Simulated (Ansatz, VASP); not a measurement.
# TiIn2: VASP beside Ansatz, part 2 of 2

One calculation is typed for both programs; each brings its own data sets. How far apart do they land? The cell is generated by rule, not measured, and may not be a known phase. The cell is taken from a series of runs on this material, whose earlier steps may have relaxed, scaled, displaced or heated it; both programs get it as it stands.

VASP 6.6.1 and Ansatz 0.2.0.

So far. Step 2 (VASP: single point, PBEsol, pair 1): The run ends at a pressure of -0.02 GPa, with forces up to 0.0018 eV/Å. Step 3 (Ansatz: single point, PBEsol, pair 1): The run ends at a pressure of -0.05 GPa, with forces up to 0.0016 eV/Å.

## 5. VASP: single point, PBEsol, pair 2

Level of this step: PBEsol; plane waves and PAW (Ti_sv, In_d); invented cell (VASP).

A single point gives forces, pressure and levels at one fixed geometry, so differences don't come from the geometry; what else differs is listed under the comparison.

Input file INCAR:

```
SYSTEM = TiIn2
PREC = Accurate
ENCUT = 500
EDIFF = 1E-06
NELM = 120
ISMEAR = 1
SIGMA = 0.15
LREAL = .FALSE.
ALGO = Normal
GGA = PS
NBANDS = 94
LASPH = .TRUE.
LORBIT = 11
LWAVE = .FALSE.
LCHARG = .FALSE.
ISIF = 2
GGA_COMPAT = .FALSE.
KPAR = 2
```

Input file POSCAR:

```
TiIn2
1.0
   -4.8611268095      0.0000000000      0.0000000000
   -2.4305634048     -4.2098593081     -5.9289330673
   -2.4305634048     -4.2098593081      5.9289330673
Ti In
4 8
Direct
    0.0082285449      0.0000000000      0.0000000000
    0.9917714551      0.7500000000      0.2500000000
    0.9917714551      0.5000000000      0.5000000000
    0.0082285449      0.2500000000      0.7500000000
    0.3349646289      0.2916666667      0.0416666667
    0.3333333333      0.0416666667      0.2916666667
    0.3317020377      0.7916666667      0.5416666667
    0.3333333333      0.5416666667      0.7916666667
    0.6650353711      0.4583333333      0.2083333333
    0.6666666667      0.2083333333      0.4583333333
    0.6682979623      0.9583333333      0.7083333333
    0.6666666667      0.7083333333      0.9583333333
```

Input file KPOINTS:

```
Automatic mesh
0
Gamma
8 8 8
0 0 0
```

PAW data sets: Ti_sv and In_d (PBE family, release 64).

On the command line:

```
mpirun -np 2 vasp_std
```

Numbers of over 12 decimals in the logs are rounded to 6 here.

Log:

```text
[banner, memory and clock lines left out]
running    2 mpi-ranks, on    1 nodes
[...]
[... a notice as in an earlier step ...]

 LDA part: xc-table for (Slater+PW92), standard interpolation
 POSCAR, INCAR and KPOINTS ok, starting setup
[...]
entering main loop
       N       E                     dE             d eps       ncg     rms          rms(c)
DAV:   1     0.198444166982E+04    0.19844E+04   -0.68112E+04 17860   0.226E+03
DAV:   2     0.275729093391E+03   -0.17087E+04   -0.16754E+04 17860   0.648E+02
DAV:   3    -0.248304038995E+02   -0.30056E+03   -0.29007E+03 19238   0.261E+02
DAV:   4    -0.613656443486E+02   -0.36535E+02   -0.35489E+02 26050   0.821E+01
[...]
DAV:  14    -0.567558129228E+02   -0.14825E-05   -0.14589E-05 24432   0.185E-02    0.138E-02
DAV:  15    -0.567558147903E+02   -0.18675E-05   -0.23728E-06 16658   0.671E-03    0.266E-03
DAV:  16    -0.567558145922E+02    0.19806E-06   -0.10419E-06 13184   0.534E-03
   1 F= -.56755815E+02 E0= -.56749211E+02  d E =-.198098E-01
```

Parts of OUTCAR (step 5):

```text
  Total       -0.1449328     -0.3604708      0.5038570     -0.0000000      0.0000000      0.0000000
  in kB       -0.9568990     -2.3799595      3.3266476     -0.0000000      0.0000000      0.0000000
  external PRESSURE =      -0.0034036 kB  Pullay stress =       0.0000000 kB

 POSITION                                       TOTAL-FORCE (eV/Angst)
 -----------------------------------------------------------------------------------
     -0.04000      0.00000      0.00000        -0.022560      0.000000     -0.001419
     -7.25169     -4.20986     -2.96447         0.022560      0.000000      0.001419
     -7.25169     -4.20986      0.00000         0.022560      0.000000     -0.001419
     -2.47056     -4.20986      2.96447        -0.022560      0.000000      0.001419
     -2.43849     -1.40329     -1.48223        -0.018154      0.000104      0.000000
     -2.43056     -1.40329      1.48223         0.000000      0.001043      0.000000
     -4.85320     -5.61315     -1.48223         0.018154      0.000104      0.000000
     -4.86113     -5.61315      1.48223         0.000000      0.001043      0.000000
     -4.85320     -2.80657     -1.48223         0.018154     -0.000104      0.000000
     -4.86113     -2.80657      1.48223        -0.000000     -0.001043      0.000000
     -7.29962     -7.01643     -1.48223        -0.018154     -0.000104      0.000000
     -7.29169     -7.01643      1.48223        -0.000000     -0.001043      0.000000
 -----------------------------------------------------------------------------------
    total drift:                               -0.000000     -0.000000      0.000000

  FREE ENERGIE OF THE ION-ELECTRON SYSTEM (eV)
  ---------------------------------------------------
  free  energy   TOTEN  =       -56.7558145922 eV

  energy  without entropy=      -56.7360047464  energy(sigma->0) =      -56.74921131

[... 2 parts as in an earlier step ...]

[... 1 further part left out ...]
[key lines of the parts left out:]
E-fermi :   9.3546
```

The run ends at a pressure of 0.00 GPa, with forces up to 0.023 eV/Å.

## 6. Ansatz: single point, PBEsol, pair 2

The same cell, functional, mesh and smearing now go to Ansatz, which takes its cutoff from its data sets.

The cell is taken from a series of runs on this material, whose earlier steps may have relaxed, scaled, displaced or heated it; both programs get it as it stands.

Input file input.yaml:

```yaml
crystal:
  lattice:
    - [-4.8611268095, 0.0, 0.0]
    - [-2.4305634048, -4.2098593081, -5.9289330673]
    - [-2.4305634048, -4.2098593081, 5.9289330673]
  atoms:
    - { symbol: Ti, position: [0.0082285449, 0.0, 0.0] }
    - { symbol: Ti, position: [-0.0082285449, 0.75, 0.25] }
    - { symbol: Ti, position: [-0.0082285449, 0.5, 0.5] }
    - { symbol: Ti, position: [0.0082285449, 0.25, 0.75] }
    - { symbol: In, position: [0.3349646289, 0.2916666667, 0.0416666667] }
    - { symbol: In, position: [0.3333333333, 0.0416666667, 0.2916666667] }
    - { symbol: In, position: [0.3317020377, 0.7916666667, 0.5416666667] }
    - { symbol: In, position: [0.3333333333, 0.5416666667, 0.7916666667] }
    - { symbol: In, position: [0.6650353711, 0.4583333333, 0.2083333333] }
    - { symbol: In, position: [0.6666666667, 0.2083333333, 0.4583333333] }
    - { symbol: In, position: [0.6682979623, 0.9583333333, 0.7083333333] }
    - { symbol: In, position: [0.6666666667, 0.7083333333, 0.9583333333] }
kpoints:
  mp_grid: { grid: [8, 8, 8] }
hamiltonian:
  xc: pbesol
scf:
  occupations: { method: methfessel_paxton, width: 0.15 }
output:
  forces: true
  stress: true
  eigenvalues: true
```

On the command line:

```
ansatz run input.yaml --threads 8 --pin off --max-ram 14336MiB --backend cpu --events-out ev --progress --plain --runs-dir out
```

Log:

```text
[...]
Crystal: 12 atoms, lattice volume = 242.667 Å³
Basis set: ecut = 420 eV, 4721 PW (Γ), exchange–correlation on 72×108×108 points (8 copies of the dense FFT grid, shifted against one another)
Bands: 92, of which v1, the nominal top of the filled ones, is band 76 counted from 1 (75 counted from 0)
Symmetry: 8 space group operations
[...]
k-points: 95 of 512
[...]
k-point 0: bands = [... 72 lower, 12.3252, 13.3515, 13.3555, 13.5003, 13.5105, 13.5602, 13.5621, 13.6172, ... 12 higher]
  k-point 1: bands = [... 72 lower, 12.2602, 12.9240, 13.2935, 13.3759, 13.4222, 13.4986, 13.5543, 13.7891, ... 12 higher]
  k-point 2: bands = [... 72 lower, 12.3529, 12.5061, 12.7817, 13.2326, 13.3436, 13.4136, 13.5261, 13.5595, ... 12 higher]
  k-point 94: bands = [... 72 lower, 12.1524, 12.1524, 13.1229, 13.1229, 13.2453, 13.2453, 13.7716, 13.7716, ... 12 higher]
[key lines of the parts left out:]
SCF converged after 7 iterations
Free energy (F): -54098.396815 eV
Fermi energy:    13.121203 eV
P = ⅓ Tr σ = -0.0313 GPa (-0.313 kbar)
```

The run ends at a pressure of -0.03 GPa, with forces up to 0.023 eV/Å.

## 7. Side by side

The two programs side by side:

```
      quantity  Ansatz  VASP  difference
pressure (GPa)   -0.03  0.00       -0.03
```

## 8. VASP: single point, PBEsol, pair 3

A single point gives forces, pressure and levels at one fixed geometry, so differences don't come from the geometry; what else differs is listed under the comparison.

INCAR is that of step 5.

Input file POSCAR:

```
TiIn2
1.0
   -4.8611268095      0.0000000000      0.0000000000
   -2.4305634048     -4.2098593081     -5.9289330673
   -2.4305634048     -4.2098593081      5.9289330673
Ti In
4 8
Direct
    0.0164570897      0.0000000000      0.0000000000
    0.9835429103      0.7500000000      0.2500000000
    0.9835429103      0.5000000000      0.5000000000
    0.0164570897      0.2500000000      0.7500000000
    0.3365959244      0.2916666667      0.0416666667
    0.3333333333      0.0416666667      0.2916666667
    0.3300707422      0.7916666667      0.5416666667
    0.3333333333      0.5416666667      0.7916666667
    0.6634040756      0.4583333333      0.2083333333
    0.6666666667      0.2083333333      0.4583333333
    0.6699292578      0.9583333333      0.7083333333
    0.6666666667      0.7083333333      0.9583333333
```

KPOINTS is that of step 5.

On the command line:

```
mpirun -np 2 vasp_std
```

Log:

```text
[... set-up lines as in an earlier step ...]
 entering main loop
       N       E                     dE             d eps       ncg     rms          rms(c)
DAV:   1     0.198528689927E+04    0.19853E+04   -0.67887E+04 17860   0.226E+03
DAV:   2     0.276362256298E+03   -0.17089E+04   -0.16756E+04 17860   0.649E+02
DAV:   3    -0.245058290922E+02   -0.30087E+03   -0.29036E+03 19216   0.261E+02
DAV:   4    -0.613167948600E+02   -0.36811E+02   -0.35775E+02 26040   0.822E+01
[...]
DAV:  14    -0.567606056624E+02   -0.10744E-05   -0.13956E-05 24330   0.275E-02    0.126E-02
DAV:  15    -0.567606074665E+02   -0.18041E-05   -0.20977E-06 15956   0.833E-03    0.306E-03
DAV:  16    -0.567606075790E+02   -0.11250E-06   -0.81512E-07 11368   0.792E-03
   1 F= -.56760608E+02 E0= -.56755196E+02  d E =-.162362E-01
```

Parts of OUTCAR (step 8):

```text
  Total        0.1524792     -0.4728978      0.5311221     -0.0000000      0.0000000      0.0000000
  in kB        1.0067233     -3.1222436      3.5066621     -0.0000000      0.0000000      0.0000000
  external PRESSURE =       0.4637139 kB  Pullay stress =       0.0000000 kB

 POSITION                                       TOTAL-FORCE (eV/Angst)
 -----------------------------------------------------------------------------------
     -0.08000      0.00000      0.00000        -0.023171     -0.000000     -0.004099
     -7.21169     -4.20986     -2.96447         0.023171     -0.000000      0.004099
     -7.21169     -4.20986      0.00000         0.023171     -0.000000     -0.004099
     -2.51056     -4.20986      2.96447        -0.023171     -0.000000      0.004099
     -2.44642     -1.40329     -1.48223        -0.028918     -0.004891      0.000000
     -2.43056     -1.40329      1.48223        -0.000000     -0.001519      0.000000
     -4.84527     -5.61315     -1.48223         0.028918     -0.004891      0.000000
     -4.86113     -5.61315      1.48223        -0.000000     -0.001519      0.000000
     -4.84527     -2.80657     -1.48223         0.028918      0.004891      0.000000
     -4.86113     -2.80657      1.48223         0.000000      0.001519      0.000000
     -7.30755     -7.01643     -1.48223        -0.028918      0.004891      0.000000
     -7.29169     -7.01643      1.48223         0.000000      0.001519      0.000000
 -----------------------------------------------------------------------------------
    total drift:                               -0.000000     -0.000000     -0.000000

  FREE ENERGIE OF THE ION-ELECTRON SYSTEM (eV)
  ---------------------------------------------------
  free  energy   TOTEN  =       -56.7606075790 eV

  energy  without entropy=      -56.7443713867  energy(sigma->0) =      -56.75519551

[... 2 parts as in an earlier step ...]

[... 1 further part left out ...]
[key lines of the parts left out:]
E-fermi :   9.3517
```

The run ends at a pressure of 0.05 GPa, with forces up to 0.029 eV/Å.

## 9. Ansatz: single point, PBEsol, pair 3

The same cell, functional, mesh and smearing now go to Ansatz, which takes its cutoff from its data sets.

The cell is taken from a series of runs on this material, whose earlier steps may have relaxed, scaled, displaced or heated it; both programs get it as it stands.

Input file input.yaml:

```yaml
crystal:
  lattice:
    - [-4.8611268095, 0.0, 0.0]
    - [-2.4305634048, -4.2098593081, -5.9289330673]
    - [-2.4305634048, -4.2098593081, 5.9289330673]
  atoms:
    - { symbol: Ti, position: [0.0164570897, 0.0, 0.0] }
    - { symbol: Ti, position: [-0.0164570897, 0.75, 0.25] }
    - { symbol: Ti, position: [-0.0164570897, 0.5, 0.5] }
    - { symbol: Ti, position: [0.0164570897, 0.25, 0.75] }
    - { symbol: In, position: [0.3365959245, 0.2916666667, 0.0416666667] }
    - { symbol: In, position: [0.3333333333, 0.0416666667, 0.2916666667] }
    - { symbol: In, position: [0.3300707422, 0.7916666667, 0.5416666667] }
    - { symbol: In, position: [0.3333333333, 0.5416666667, 0.7916666667] }
    - { symbol: In, position: [0.6634040755, 0.4583333333, 0.2083333333] }
    - { symbol: In, position: [0.6666666667, 0.2083333333, 0.4583333333] }
    - { symbol: In, position: [0.6699292578, 0.9583333333, 0.7083333333] }
    - { symbol: In, position: [0.6666666667, 0.7083333333, 0.9583333333] }
kpoints:
  mp_grid: { grid: [8, 8, 8] }
hamiltonian:
  xc: pbesol
scf:
  occupations: { method: methfessel_paxton, width: 0.15 }
output:
  forces: true
  stress: true
  eigenvalues: true
```

On the command line:

```
ansatz run input.yaml --threads 8 --pin off --max-ram 14336MiB --backend cpu --events-out ev --progress --plain --runs-dir out
```

Log:

```text
[...]
Crystal: 12 atoms, lattice volume = 242.667 Å³
Basis set: ecut = 420 eV, 4721 PW (Γ), exchange–correlation on 72×108×108 points (8 copies of the dense FFT grid, shifted against one another)
Bands: 92, of which v1, the nominal top of the filled ones, is band 76 counted from 1 (75 counted from 0)
Symmetry: 8 space group operations
[...]
k-points: 95 of 512
[...]
k-point 0: bands = [... 72 lower, 12.3402, 13.3314, 13.3472, 13.4769, 13.5166, 13.5606, 13.5679, 13.5892, ... 12 higher]
  k-point 1: bands = [... 72 lower, 12.2809, 12.9149, 13.2755, 13.3627, 13.4305, 13.5006, 13.5523, 13.7625, ... 12 higher]
  k-point 2: bands = [... 72 lower, 12.3492, 12.4731, 12.7776, 13.2185, 13.3577, 13.4135, 13.5176, 13.5921, ... 12 higher]
  k-point 94: bands = [... 72 lower, 12.1506, 12.1506, 13.1217, 13.1217, 13.2493, 13.2493, 13.7659, 13.7659, ... 12 higher]
[key lines of the parts left out:]
SCF converged after 7 iterations
Free energy (F): -54098.401791 eV
Fermi energy:    13.118153 eV
P = ⅓ Tr σ = 0.0226 GPa (0.226 kbar)
```

The run ends at a pressure of 0.02 GPa, with forces up to 0.030 eV/Å.

## 10. Differences

Compared:

```
      quantity  Ansatz  VASP  difference
pressure (GPa)    0.02  0.05       -0.02
```

## 11. What came out

```yaml
difference_in_pressure_single_point_pbesol_pair_1: -0.033 GPa
difference_in_pressure_single_point_pbesol_pair_2: -0.031 GPa
difference_in_pressure_single_point_pbesol_pair_3: -0.024 GPa
```

The difference in pressure is -0.033 GPa (single point, PBEsol, pair 1), within the 1 GPa picked in this series as the mark of a large difference. How closely two codes agree says nothing of how well the functional describes the real material.

[Lines on the potential files, build, host, timing and source positions are cut from VASP's logs without a mark.]

[Logs are printed without paths, hosts, clocks, repeated set-up lines and the standing remarks that a program may print on its own settings, such as how far it seeks lower states.]

[Hosts, paths, dates, database ids (printed as entryN), source tags and the programs' standing remarks are cut or masked in the printed files.]
